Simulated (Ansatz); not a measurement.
BP:

```
CELL_PARAMETERS angstrom
0.00000 2.26900 2.26900
2.26900 0.00000 2.26900
2.26900 2.26900 0.00000
ATOMIC_POSITIONS crystal
P 0.75000 0.75000 0.75000
B 0.00000 0.00000 0.00000
```

Program: Ansatz 0.2.0. Alike in all runs: task single point; potentials or basis all-electron PAW datasets made for the crystal; no spin polarisation; cell as given; k mesh 6 × 6 × 6; smearing fermi-dirac 0.05 eV.

Q: Order these runs on this cell by their band gap on the k mesh, lowest first.
A. level HSE06; cutoff (eV) 310
B. level PBE0; cutoff (eV) 310
C. level PBE; cutoff (eV) 280

A: C (1.34 eV), A (2.07 eV), B (2.77 eV).

A k mesh can miss the band edges.
